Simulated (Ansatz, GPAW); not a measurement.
## One calculation of BP, 3 ways

```
CELL_PARAMETERS angstrom
0.00000 2.26900 2.26900
2.26900 0.00000 2.26900
2.26900 2.26900 0.00000
ATOMIC_POSITIONS crystal
P 0.75000 0.75000 0.75000
B 0.00000 0.00000 0.00000
```

Alike in all runs: task single point; functional PBE; k mesh 10 × 10 × 10; occupations gaussian, width 0.022 eV; no spin polarisation; no spin-orbit coupling. Pressure is positive in compression and, in plane waves, holds the error of the finite cutoff, which Ansatz's Pulay term estimates and takes out.

```json
{"program and potentials": "Ansatz, Ansatz PAW", "plane-wave cutoff (eV)": "420", "notes": "Pulay term of +0.13 GPa included", "band gap (eV)": "1.24", "pressure (GPa)": "1.13"}
{"program and potentials": "GPAW, GPAW PAW data sets (gpaw-data 1.2.1)", "plane-wave cutoff (eV)": "800", "notes": "-", "band gap (eV)": "1.24", "pressure (GPa)": "1.38"}
{"program and potentials": "Ansatz, all-electron LAPW, scalar-relativistic", "plane-wave cutoff (eV)": "-", "notes": "-", "band gap (eV)": "1.25", "pressure (GPa)": "1.09"}
```

The band gap spans 1.24 (Ansatz, Ansatz PAW) to 1.25 eV (Ansatz, all-electron LAPW, scalar-relativistic), with all-electron results at 1.25. The pressure spans 1.09 (Ansatz, all-electron LAPW, scalar-relativistic) to 1.38 GPa (GPAW, GPAW PAW data sets (gpaw-data 1.2.1)), with all-electron results at 1.09. The gap is indirect and read on the mesh alone.

Differences between rows come from potentials, basis sets and numerical settings, since the functional is the same but for its coding. Runs on potential files found faulty are left out.

All three calculations give practically the same band gap, so its size is a property of PBE at this geometry rather than of the potentials. It lies well below the measured gap of BP, as expected from a semilocal functional, whose Kohn-Sham gap lacks the derivative discontinuity. The indirect character fits a nearly homopolar zincblende crystal: boron and phosphorus differ little in electronegativity, and as in silicon the conduction-band minimum lies towards X, while the valence-band maximum at Γ is made of bonding p states.

The positive pressure in every row means that PBE would relax this cell outwards, in line with its usual slight underbinding of covalent solids. Because the short, strong B-P bonds make the lattice stiff, the expansion implied is small. Pressure separates the methods more clearly than the gap does, with GPAW furthest from the all-electron value, probably because of its data sets or numerical settings. The close agreement on the gap therefore supports the numerical treatment of the band edges, but not the use of the PBE value as a prediction of the optical absorption onset.
